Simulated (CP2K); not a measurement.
# KF (Carobbiite) under changes of volume

One of the cells (19.074 Å³/atom); the others are scaled copies at fixed shape and fractional positions:

```xyz
2
Lattice="3.7786 0.0000 0.0000 1.8893 3.2723 0.0000 1.8893 1.0908 3.0852" Properties=species:S:1:pos:R:3 pbc="T T T"
K     0.0000    0.0000    0.0000
F     3.7786    2.1816    1.5426
```

```yaml
Program: CP2K 2026.2
Functional: PBE
Potentials_or_basis: POTENTIAL_UZH K GTH-PBE-q9, F GTH-PBE-q7; TZVP-MOLOPT-PBE-GTH basis
Density_cutoff: 10204 eV
k_mesh: 9 × 9 × 9
Occupations: fermi-dirac, width 0.05 eV
Spin: no spin polarisation
```

```tsv
volume (Å³/atom)	energy over the lowest point (meV/atom)	pressure (GPa)	gap on the mesh (eV)
17.929	23.42	4.1	6.50
18.311	14.88	3.1	6.38
18.692	?	?	?
19.074	4.01	1.5	6.17
19.455	1.24	0.8	6.06
19.837	0.00	0.2	5.96
20.218	0.14	-0.3	5.87
```

**Question.** What does the run at 18.692 Å³/atom give?

**Answer.** Energy over the lowest point 8.49 meV/atom; pressure 2.3 GPa; gap on the mesh 6.27 eV.

Worked out: A Birch-Murnaghan fit of order 3 (a polynomial in V^(-2/3)) to the other rows has its minimum at 19.99 Å³/atom with B0 = V·E''(V) = 29 GPa and B' = 4.7. It gives 8.50 meV/atom at 18.692 Å³/atom, against the run's 8.49, and -dE/dV = 2.3 GPa, against 2.3. A straight line through the other rows of the gap, of slope -5.26 eV per unit of ln V (its deformation potential), gives 6.28 eV, against the run's 6.27.

Energies are extrapolated to zero smearing.

Caveats: an odd mesh through Γ misses points on the zone boundary, where band edges often lie; the basis of atomic orbitals isn't converged, which shifts pressures, moduli and gaps.
